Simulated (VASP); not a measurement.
# CaH4 (Pm-3m) in VASP: notebook

One crystal, CaH4, is run at these levels: PBE; tasks: relaxation of cell and atoms.

Everything below comes from runs of VASP 6.6.1. Logs are shortened: lines on timing, memory, paths and dates and some standing lists are left out, and cuts for length are marked.

## Step 1: The crystal as given

It takes space group Pm-3m (No. 221, cubic). Conventional cell: a = 4.168 Å, b = 4.168 Å, c = 4.168 Å, α = 90.00°, β = 90.00°, γ = 90.00°. Ca (site symmetry m-3m) has 6 H at 2.08 Å as nearest neighbours. Around H (site symmetry 4/mmm) lie 2 Ca at 2.08 Å. H (site symmetry m-3m) has 12 H at 2.95 Å as nearest neighbours.

The cell was built by a generator and needn't be a form met in nature.

## Step 2: Relaxation of cell and atoms, PBE

File INCAR:

```
SYSTEM = CaH4
PREC = Accurate
ENCUT = 900
EDIFF = 1E-6
ISMEAR = -1
SIGMA = 0.05
LREAL = .False.
LASPH = .True.
NELM = 60
ALGO = Normal
ISIF = 3
LWAVE = .False.
LCHARG = .False.
GGA = PE
IBRION = 2
NSW = 40
EDIFFG = -0.02
```

File KPOINTS:

```
regular mesh
0
Gamma
  5 5 5
  0 0 0
```

File POSCAR:

```
CaH4
1.0
    4.1679800000      0.0000000000      0.0000000000
    0.0000000000      4.1679800000      0.0000000000
    0.0000000000      0.0000000000      4.1679800000
Ca H
1 4
Direct
    0.0000000000      0.0000000000      0.0000000000
    0.5000000000      0.0000000000      0.0000000000
    0.0000000000      0.5000000000      0.0000000000
    0.0000000000      0.0000000000      0.5000000000
    0.5000000000      0.5000000000      0.5000000000
```

Potentials or basis: VASP PAW PBE potentials, release 64 (Ca_sv, H).

Launch:

```sh
cat potpaw_PBE.64/Ca_sv/POTCAR potpaw_PBE.64/H/POTCAR > POTCAR
mpirun -np 1 vasp_std > vasp.out
```

OUTCAR:

```text
SYSTEM = CaH4
   PREC = Accurate
   ENCUT = 900
   EDIFF = 1E-6
   ISMEAR = -1
   LREAL = .False.
   LASPH = .True.
   NELM = 60
   ISIF = 3
   GGA = PE
   IBRION = 2
   NSW = 40
   EDIFFG = -0.02

 ion  position               nearest neighbor table
   1  0.000  0.000  0.000-
   2  0.500  0.000  0.000-
   3  0.000  0.500  0.000-
   4  0.000  0.000  0.500-
   5  0.500  0.500  0.500-

  LATTYP: Found a simple cubic cell.
 ALAT       =     4.1679800000

  Lattice vectors:

 A1 = (   4.1679800000,   0.0000000000,   0.0000000000)
 A2 = (   0.0000000000,   4.1679800000,   0.0000000000)
 A3 = (   0.0000000000,   0.0000000000,   4.1679800000)

Analysis of symmetry for initial positions (statically):
=====================================================================
 Subroutine PRICEL returns:
 Original cell was already a primitive cell.

 Routine SETGRP: Setting up the symmetry group for a
 simple cubic supercell.

 Subroutine GETGRP returns: Found 48 space group operations
 (whereof 48 operations were pure point group operations)
 out of a pool of 48 trial point group operations.

The static configuration has the point symmetry O_h .

Analysis of symmetry for dynamics (positions and initial velocities):
=====================================================================
 Subroutine PRICEL returns:
 Original cell was already a primitive cell.

 Routine SETGRP: Setting up the symmetry group for a
 simple cubic supercell.

 Subroutine GETGRP returns: Found 48 space group operations
 (whereof 48 operations were pure point group operations)
 out of a pool of 48 trial point group operations.

The dynamic configuration has the point symmetry O_h .

 Subroutine INISYM returns: Found 48 space group operations
 (whereof 48 operations are pure point group operations),
 and found     1 'primitive' translations

----------------------------------------------------------------------------------------

                                     Primitive cell

  volume of cell :      72.4064

  direct lattice vectors                    reciprocal lattice vectors
     4.167980000  0.000000000  0.000000000     0.239924376  0.000000000  0.000000000
     0.000000000  4.167980000  0.000000000     0.000000000  0.239924376  0.000000000
     0.000000000  0.000000000  4.167980000     0.000000000  0.000000000  0.239924376

  length of vectors
     4.167980000  4.167980000  4.167980000     0.239924376  0.239924376  0.239924376

  position of ions in fractional coordinates (direct lattice)
     0.000000000  0.000000000  0.000000000
     0.500000000  0.000000000  0.000000000
     0.000000000  0.500000000  0.000000000
     0.000000000  0.000000000  0.500000000
     0.500000000  0.500000000  0.500000000

  ion indices of the primitive-cell ions
   primitive index   ion index
                 1           1
                 2           2
                 3           3
                 4           4
                 5           5

----------------------------------------------------------------------------------------

 KPOINTS: regular mesh

Automatic generation of k-mesh.
 Grid dimensions read from file:
 generate k-points for:    5    5    5

 Generating k-lattice:

  Cartesian coordinates                     Fractional coordinates (reciprocal lattice)
     0.047984875  0.000000000  0.000000000     0.200000000  0.000000000  0.000000000
[... 58 lines left out ...]
   EFERMI =   0.00;   METHOD = LEGACY
   ISMEAR =    -1;   SIGMA  =   0.05  broadening in eV -4-tet -1-fermi 0-gaus
   EFERMI_NEDOS =   21; number of points for ismear=-14 and -15
   IALGO  =     38    algorithm
   IMIX   =      4    mixing-type and parameters
     AMIX     =   0.40;   BMIX     =  1.00
     AMIX_MAG =   1.60;   BMIX_MAG =  1.00
  volume/ion in A,a.u.               =      14.48        97.72
  Fermi-wavevector in a.u.,A,eV,Ry     =   0.946655  1.788919 12.192947  0.896156
  Thomas-Fermi vector in A             =   2.074674
   LORBIT       =      0    0 simple, 1 ext, 2 COOP (PROOUT), +10 PAW based schemes
   GGA     = PE    functional components
   LHFCALC =     F    Hartree Fock is set to
   AEXX    =    0.0000 exact exchange contribution
   IVDW    =     0    specifies the selected vdW correction
   LEPSILON=     F    determine dielectric tensor
   LRPA    =     F    only Hartree local field effects (RPA)
 conjugate gradient relaxation of ions
 non-spin polarized calculation
  energy-cutoff  :      900.00
  volume of cell :       72.41
 maximum number of plane-waves:      4458
 NGX is ok and might be reduce to    42
   NGX = 21   NGY = 21   NGZ = 21

--------------------------------------- Ionic step        1  -------------------------------------------

 number of electron      14.0000000 magnetization

 Free energy of the ion-electron system (eV)
  ---------------------------------------------------
  ext. energy  EPLUGINS =         0.00000000
  ---------------------------------------------------
  free energy    TOTEN  =       -11.31928567 eV

  energy without entropy =      -11.29878949  energy(sigma->0) =      -11.30903758

------------------------ aborting loop because EDIFF is reached ----------------------------------------

  FORCE on cell =-STRESS in cart. coord.  units (eV):
  Direction    XX          YY          ZZ          XY          YZ          ZX
  --------------------------------------------------------------------------------------
  -------------------------------------------------------------------------------------
  Total        0.1030316      0.1030316      0.1030316     -0.0000000      0.0000000      0.0000000
  in kB        2.2798389      2.2798389      2.2798389     -0.0000000      0.0000000      0.0000000
  external PRESSURE =       2.2798389 kB  Pullay stress =       0.0000000 kB

 VOLUME and BASIS-vectors are now :
 -----------------------------------------------------------------------------
  energy-cutoff  :      900.00
  volume of cell :       72.41
      direct lattice vectors                 reciprocal lattice vectors
     4.167980000  0.000000000  0.000000000     0.239924376  0.000000000  0.000000000
     0.000000000  4.167980000  0.000000000     0.000000000  0.239924376  0.000000000
     0.000000000  0.000000000  4.167980000     0.000000000  0.000000000  0.239924376

 POSITION                                       TOTAL-FORCE (eV/Angst)
 -----------------------------------------------------------------------------------
      0.00000      0.00000      0.00000         0.000000      0.000000      0.000000
      2.08399      0.00000      0.00000         0.000000      0.000000      0.000000
      0.00000      2.08399      0.00000         0.000000      0.000000      0.000000
      0.00000      0.00000      2.08399         0.000000      0.000000      0.000000
      2.08399      2.08399      2.08399         0.000000      0.000000      0.000000
 -----------------------------------------------------------------------------------
    total drift:                               -0.000000      0.000000     -0.000000

  FREE ENERGIE OF THE ION-ELECTRON SYSTEM (eV)
  ---------------------------------------------------
  free  energy   TOTEN  =       -11.3192856746 eV

  energy  without entropy=      -11.2987894872  energy(sigma->0) =      -11.30903758

--------------------------------------- Ionic step        2  -------------------------------------------

 number of electron      14.0000000 magnetization

 Free energy of the ion-electron system (eV)
  ---------------------------------------------------
  ext. energy  EPLUGINS =         0.00000000
  ---------------------------------------------------
  free energy    TOTEN  =       -11.31954074 eV

  energy without entropy =      -11.29900255  energy(sigma->0) =      -11.30927164

 E-fermi :  -2.5479     XC(G=0):  -7.2410

 val. band max:       -2.5521840761   @ k =   0.4000   0.4000   0.4000
 cond. band min:      -2.4052460121   @ k =   0.4000   0.4000   0.2000
 fundamental gap:      0.1469380640
 Fermi energy:        -2.5479218921

 k-point     1 :       0.0000    0.0000    0.0000
  band No.  band energies     occupation
      1     -40.6769      2.00000
      2     -21.7107      2.00000
      3     -21.7107      2.00000
      4     -21.7107      2.00000
      5      -6.2336      2.00000
      6      -3.2788      2.00000
      7      -3.2788      2.00000
      8      -1.5866      0.00000
      9       4.6059      0.00000
     10       4.6059      0.00000
     11       4.6059      0.00000
[... 113 lines left out ...]
 k-point    10 :       0.4000    0.4000    0.4000
  band No.  band energies     occupation
      1     -40.6677      2.00000
      2     -21.7802      2.00000
      3     -21.7798      2.00000
      4     -21.7798      2.00000
      5      -3.1613      1.99999
      6      -2.6116      1.56256
      7      -2.5522      1.04260
      8      -2.5522      1.04260
      9       1.9130      0.00000
     10       1.9130      0.00000
     11       2.2702      0.00000

------------------------ aborting loop because EDIFF is reached ----------------------------------------

  FORCE on cell =-STRESS in cart. coord.  units (eV):
  Direction    XX          YY          ZZ          XY          YZ          ZX
  --------------------------------------------------------------------------------------
  -------------------------------------------------------------------------------------
  Total        0.0801630      0.0801630      0.0801630      0.0000000      0.0000000      0.0000000
  in kB        1.7685319      1.7685319      1.7685319      0.0000000      0.0000000      0.0000000
  external PRESSURE =       1.7685319 kB  Pullay stress =       0.0000000 kB

 VOLUME and BASIS-vectors are now :
 -----------------------------------------------------------------------------
  energy-cutoff  :      900.00
  volume of cell :       72.62
      direct lattice vectors                 reciprocal lattice vectors
     4.172123404 -0.000000000  0.000000000     0.239686103  0.000000000  0.000000000
    -0.000000000  4.172123404 -0.000000000     0.000000000  0.239686103  0.000000000
    -0.000000000  0.000000000  4.172123404    -0.000000000  0.000000000  0.239686103

 POSITION                                       TOTAL-FORCE (eV/Angst)
 -----------------------------------------------------------------------------------
      0.00000      0.00000      0.00000         0.000000      0.000000      0.000000
      2.08606     -0.00000      0.00000         0.000000      0.000000      0.000000
     -0.00000      2.08606     -0.00000         0.000000      0.000000      0.000000
     -0.00000      0.00000      2.08606        -0.000000      0.000000      0.000000
      2.08606      2.08606      2.08606        -0.000000      0.000000      0.000000
 -----------------------------------------------------------------------------------
    total drift:                               -0.000000      0.000000     -0.000000

  FREE ENERGIE OF THE ION-ELECTRON SYSTEM (eV)
  ---------------------------------------------------
  free  energy   TOTEN  =       -11.3195407366 eV

  energy  without entropy=      -11.2990025461  energy(sigma->0) =      -11.30927164

 reached required accuracy - stopping structural energy minimisation
```

Wall time 53 s (1 thread of Intel Xeon Platinum 8259CL at 2.50GHz (Skylake/Cascade Lake), shared host); peak memory 0.26 GiB.

Results:

```yaml
Free_energy: -11.3195 eV
Relaxed_volume: 14.52 Å³/atom
Relaxed_cell: a = 4.172 Å, b = 4.172 Å, c = 4.172 Å, α = 90.00°, β = 90.00°, γ = 90.00°
Space_group_after_relaxing_to_0.05_Å: Pm-3m (No. 221)
Energy_gained_by_relaxing: 0.1 meV/atom
Ionic_steps: 2
Pressure_after_relaxing: 0.2 GPa
Band_gap_on_the_k_mesh: none (metal or under the smearing width)
```

The path:
```tsv
step	energy change (eV)	largest force (eV/Å)	pressure (GPa)	volume (Å³)
1	0.0000	0.0000	0.23	72.41
2	-0.0003	0.0000	0.18	72.62
```

Final structure:
```yaml
crystal:
  lattice:
    - [4.17212, 0.00000, 0.00000]
    - [0.00000, 4.17212, 0.00000]
    - [0.00000, 0.00000, 4.17212]
  atoms:
    - { symbol: Ca, position: [0.00000, 0.00000, 0.00000] }
    - { symbol: H, position: [0.50000, 0.00000, 0.00000] }
    - { symbol: H, position: [0.00000, 0.50000, 0.00000] }
    - { symbol: H, position: [0.00000, 0.00000, 0.50000] }
    - { symbol: H, position: [0.50000, 0.50000, 0.50000] }
```

## Step 3: Relaxation of cell and atoms, PBE

INCAR is that of step 2.

KPOINTS is that of step 2.

POSCAR is that of step 2.

Potentials or basis: VASP PAW PBE potentials, release 64 (Ca_pv, H).

Launch:

```sh
cat potpaw_PBE.64/Ca_pv/POTCAR potpaw_PBE.64/H/POTCAR > POTCAR
mpirun -np 1 vasp_std > vasp.out
```

Wall time 24 s (1 thread of Intel Xeon Platinum 8259CL at 2.50GHz (Skylake/Cascade Lake), shared host); peak memory 0.25 GiB.

The run converged. Its results:

| Property | Result |
| --- | --- |
| Free energy | -11.3228 eV |
| Pressure after relaxing | 0.2 GPa |
| Band gap on the k mesh | none (metal or under the smearing width) |

Final structure:
```cif
data_structure
_symmetry_space_group_name_H-M 'P 1'
_symmetry_Int_Tables_number 1
_cell_length_a 4.1680
_cell_length_b 4.1680
_cell_length_c 4.1680
_cell_angle_alpha 90.000
_cell_angle_beta 90.000
_cell_angle_gamma 90.000
_cell_volume 72.41
loop_
_atom_site_label
_atom_site_type_symbol
_atom_site_fract_x
_atom_site_fract_y
_atom_site_fract_z
_atom_site_occupancy
Ca1 Ca 0.00000 0.00000 0.00000 1
H1 H 0.50000 0.00000 0.00000 1
H2 H 0.00000 0.50000 0.00000 1
H3 H 0.00000 0.00000 0.50000 1
H4 H 0.50000 0.50000 0.50000 1
```

Levels at points of the mesh, in eV from the Fermi level:
```tsv
k point	band 2	band 3	band 4	band 5	band 6	band 7	band 8	band 9	band 10
(0.00, 0.00, 0.00)	-19.12	-19.12	-3.69	-0.72	-0.72	0.97	7.18	7.18	7.18
```

Caveat: the relaxation stopped at its first step, so nothing moved.

## Step 4: Relaxation of cell and atoms, PBE

INCAR is that of step 3.

KPOINTS is that of step 3.

POSCAR is that of step 3.

Potentials or basis: VASP PAW PBE potentials, release 64 (Ca_sv, H).

Launch:

```sh
cat potpaw_PBE.64/Ca_sv/POTCAR potpaw_PBE.64/H/POTCAR > POTCAR
mpirun -np 1 vasp_std > vasp.out
```

Wall time 46 s (1 thread of Intel Xeon Platinum 8259CL at 2.50GHz (Skylake/Cascade Lake), shared host); peak memory 0.26 GiB.

The run converged. Its results:

```
Free energy                            : -11.3195 eV
Relaxed volume                         : 14.52 Å³/atom
Relaxed cell                           : a = 4.172 Å, b = 4.172 Å, c = 4.172 Å, α = 90.00°, β = 90.00°, γ = 90.00°
Space group after relaxing (to 0.05 Å) : Pm-3m (No. 221)
Energy gained by relaxing              : 0.1 meV/atom
Ionic steps                            : 2
Pressure after relaxing                : 0.2 GPa
Band gap on the k mesh                 : none (metal or under the smearing width)
```

Step by step:
```csv
step,energy change (eV),largest force (eV/Å),pressure (GPa),volume (Å³)
1,0.0000,0.0000,0.23,72.41
2,-0.0003,0.0000,0.18,72.62
```

Final structure:
```
Ca H
1.0
     4.17212    0.00000    0.00000
     0.00000    4.17212    0.00000
     0.00000    0.00000    4.17212
Ca H
1 4
Direct
  0.00000 0.00000 0.00000
  0.50000 0.00000 0.00000
  0.00000 0.50000 0.00000
  0.00000 0.00000 0.50000
  0.50000 0.50000 0.50000
```

Levels at points of the mesh, in eV from the Fermi level:
| k point | band 3 | band 4 | band 5 | band 6 | band 7 | band 8 | band 9 | band 10 | band 11 |
| --- | --- | --- | --- | --- | --- | --- | --- | --- | --- |
| (0.00, 0.00, 0.00) | -19.16 | -19.16 | -3.69 | -0.73 | -0.73 | 0.96 | 7.15 | 7.15 | 7.15 |

## Step 5: Relaxation of cell and atoms, PBE

INCAR is that of step 4.

KPOINTS is that of step 4.

POSCAR is that of step 4.

Potentials or basis: VASP PAW PBE potentials, release 64 (Ca_sv_GW, H_GW).

Launch:

```sh
cat potpaw_PBE.64/Ca_sv_GW/POTCAR potpaw_PBE.64/H_GW/POTCAR > POTCAR
mpirun -np 1 vasp_std > vasp.out
```

It took 54 s on 1 thread of Intel Xeon Platinum 8259CL at 2.50GHz (Skylake/Cascade Lake), shared host; peak memory 0.25 GiB.

The run converged. Its results:

| Item | Value |
| --- | --- |
| Free energy | -16.2637 eV |
| Pressure after relaxing | 0.1 GPa |
| Band gap on the k mesh | none (metal or under the smearing width) |

Final structure:
```yaml
crystal:
  lattice:
    - [4.16798, 0.00000, 0.00000]
    - [0.00000, 4.16798, 0.00000]
    - [0.00000, 0.00000, 4.16798]
  atoms:
    - { symbol: Ca, position: [0.00000, 0.00000, 0.00000] }
    - { symbol: H, position: [0.50000, 0.00000, 0.00000] }
    - { symbol: H, position: [0.00000, 0.50000, 0.00000] }
    - { symbol: H, position: [0.00000, 0.00000, 0.50000] }
    - { symbol: H, position: [0.50000, 0.50000, 0.50000] }
```

Levels at points of the mesh, in eV from the Fermi level:
```csv
k point,band 5,band 6,band 7,band 8,band 9,band 10
"(0.00, 0.00, 0.00)",-3.68,-0.72,-0.72,0.97,7.17,7.17
```

Caveat: the relaxation stopped at its first step, so nothing moved.

## Step 6: Relaxation of cell and atoms, PBE

INCAR is that of step 5.

KPOINTS is that of step 5.

POSCAR is that of step 5.

Potentials or basis: VASP PAW PBE potentials, release 64 (Ca_sv_GW, H_GW).

Launch:

```sh
cat potpaw_PBE.64/Ca_sv_GW/POTCAR potpaw_PBE.64/H_GW/POTCAR > POTCAR
mpirun -np 1 vasp_std > vasp.out
```

Wall time 39 s (1 thread of Intel Xeon Platinum 8259CL at 2.50GHz (Skylake/Cascade Lake), shared host); peak memory 0.26 GiB.

Results (log left out):

| Quantity | Value |
| --- | --- |
| Free energy | -16.2637 eV |
| Pressure after relaxing | 0.1 GPa |
| Band gap on the k mesh | none (metal or under the smearing width) |

Final structure:
```
Ca H
1.0
     4.16798    0.00000    0.00000
     0.00000    4.16798    0.00000
     0.00000    0.00000    4.16798
Ca H
1 4
Cartesian
  0.0000 0.0000 0.0000
  2.0840 0.0000 0.0000
  0.0000 2.0840 0.0000
  0.0000 0.0000 2.0840
  2.0840 2.0840 2.0840
```

Levels at points of the mesh, in eV from the Fermi level:
```tsv
k point	band 3	band 4	band 5	band 6	band 7	band 8	band 9	band 10	band 11
(0.00, 0.00, 0.00)	-19.16	-19.16	-3.68	-0.72	-0.72	0.97	7.17	7.17	7.17
```

Caveat: the relaxation stopped at its first step, so nothing moved.

## Step 7: For comparison

An earlier run on the cell as given: functional PBE; potentials or basis VASP PAW PBE potentials, release 64 (Ca_sv, H); cutoff 520 eV; k mesh 7 × 7 × 7; occupations fermi-dirac, width 0.05 eV; no spin polarisation.

- Pressure: 0.0 GPa
- Band gap on the k mesh: none (metal or under the smearing width)

## Step 8: Overview

```tsv
task	potentials or basis	cell	k mesh	cutoff (eV)	gap on the mesh (eV)	pressure (GPa)
relaxation of cell and atoms	VASP PAW PBE potentials, release 64 (Ca_sv, H)	relaxed	5 × 5 × 5	900	none	0.2
relaxation of cell and atoms	VASP PAW PBE potentials, release 64 (Ca_pv, H)	relaxed	5 × 5 × 5	900	none	0.2
relaxation of cell and atoms	VASP PAW PBE potentials, release 64 (Ca_sv_GW, H_GW)	relaxed	5 × 5 × 5	900	none	0.1
single point	VASP PAW PBE potentials, release 64 (Ca_sv, H)	as given	7 × 7 × 7	520	none	0.0
```

Alike in all rows: level PBE; no spin polarisation; smearing fermi-dirac 0.05 eV.

Caveats: the relaxation stopped at its first step, so nothing moved (some runs).

Total energies depend on the potentials used, so only differences within one code and one set of settings carry meaning.
